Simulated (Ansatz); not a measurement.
# Si: energy and pressure over a range of volumes

One table from this session's results is given with a row withheld; the runs are named, their logs left out.

Method: DFT PBE, scalar-relativistic, in Ansatz 0.2.0.

### The starting structure

The structure is orthorhombic, space group Imma (No. 74). The conventional cell has a = 4.502 Å, b = 4.737 Å, c = 2.550 Å, α = 90.00°, β = 90.00°, γ = 90.00°. Si (site symmetry mm2) is surrounded by 8 Si at 2.39 to 2.74 Å.

Coordinates:

```xyz
2
Lattice="-2.2510 2.3685 1.2750 2.2510 -2.3685 1.2750 2.2510 2.3685 -1.2750" Properties=species:S:1:pos:R:3 pbc="T T T"
Si    0.0000    1.1842    1.4203
Si    2.2510    1.1842   -0.1453
```

Atoms are numbered in the order of the input: Si1, Si2.

The first run:

Input file input.yaml:

```yaml
crystal:
  lattice:
    - [-2.2050483307, 2.3201496985, 1.2489722886]
    - [2.2050483307, -2.3201496985, 1.2489722886]
    - [2.2050483307, 2.3201496985, -1.2489722886]
  atoms:
    - { symbol: Si, position: [0.807, 0.557, 0.25] }
    - { symbol: Si, position: [0.193, 0.443, 0.75] }
kpoints:
  mp_grid: { grid: [16, 16, 16] }
  band_path:
    path:
      - [0.0, 0.0, 0.0]
      - [0.5, -0.5, 0.5]
      - [0.4758105458, -0.4758105458, 0.5241894542]
      - [-0.4758105458, 0.4758105458, 0.4758105458]
      - [0.0, 0.0, 0.0]
      - [0.3224458646, 0.3224458646, -0.3224458646]
      - [0.6775541354, -0.3224458646, 0.3224458646]
      - [0.5, -0.5, 0.5]
      - [0.0, 0.0, 0.0]
    npoints: 5
scf:
  occupations: { method: fermi_dirac, width: 0.05 }
hamiltonian:
  xc: pbe
  pseudopotentials: { kind: all_electron, lapw: { basis_error: 0.0005 } }
output:
  forces: true
  stress: true
  eigenvalues: true
```

Run with:

```console
$ ansatz run input.yaml --threads 1 --pin off --max-ram 3072MiB --backend cpu --events-out ev --progress --plain --runs-dir out
```

Among the steps run: Volume × 0.94, LAPW; Volume × 0.94, PAW; Volume × 0.94, crystal datasets; Volume × 0.98, LAPW; Volume × 0.98, PAW; Volume × 0.98, crystal datasets; Volume × 1.01, LAPW; Volume × 1.01, PAW; Volume × 1.01, crystal datasets; Volume × 1.04, LAPW; Volume × 1.04, PAW; Volume × 1.04, crystal datasets.

One of the session's tables, all rows but one given; the rest of the session is left out.

It belongs to the step «Fits». 

```
          method  volume (Å³/atom)  pressure (GPa)  largest force (eV/Å)
            LAPW            12.780           27.87                 0.067
            LAPW            13.323           19.39                 0.023
            LAPW            13.731           14.04                 0.006
            LAPW            14.139            9.43                 0.031
             PAW            12.780           27.91                 0.067
             PAW            13.323           19.42                 0.023
             PAW            13.731           14.06                 0.006
             PAW            14.139            9.44                 0.031
crystal datasets            12.780               ?                     ?
crystal datasets            13.323           19.39                 0.023
crystal datasets            13.731           14.04                 0.006
crystal datasets            14.139            9.43                 0.031
```

Estimate the missing values for crystal datasets, 12.780.

The run gave: pressure (GPa): 27.86; largest force (eV/Å): 0.067. In the column «pressure (GPa)» it lies between PAW, 13.323 (19.42) and LAPW, 12.780 (27.87).

Caveats from the session: Warnings in the runs' records: crystal datasets made.
